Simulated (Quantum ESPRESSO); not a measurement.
Runs of Quantum ESPRESSO 7.5 on CsSnI3. Symmetry: Pm-3m, No. 221, cubic system. The conventional cell has a = 6.206 Å, b = 6.206 Å, c = 6.206 Å, α = 90.00°, β = 90.00°, γ = 90.00°. Around Cs (site symmetry m-3m) lie 12 I at 4.39 Å. I (site symmetry 4/mmm) has 2 Sn at 3.10 Å as nearest neighbours. Sn (site symmetry m-3m) has 6 I at 3.10 Å as nearest neighbours. 

```csv
task,level,potentials or basis,cutoff (eV),form of the LDA correlation,gap on the mesh (eV),pressure (GPa)
single point,PBE,SSSP 1.3 efficiency PBE,816,-,1.73,0.5
band structure,LDA,GBRV 1.5 LDA,925,PZ81,-,-1.6
band structure,PBEsol,GBRV 1.5 PBEsol,925,-,-,-0.7
single point,PBEsol,GBRV 1.5 PBEsol,925,-,(a),-0.7
```

Alike in all rows: no spin polarisation; cell as given; k mesh 5 × 5 × 5; smearing fermi-dirac 0.05 eV.

Question: Estimate the missing entries.

Answer: (a) 1.72.

Caveats: spin-orbit coupling is left out, which moves the levels of the heavy elements; the cell was measured hot, at 500 K; an odd mesh through Γ misses points on the zone boundary, where band edges often lie (some runs); some levels on the path didn't converge (some runs).

A k mesh can miss the band edges, and the runs leave out spin-orbit coupling on Cs, I, Sn.
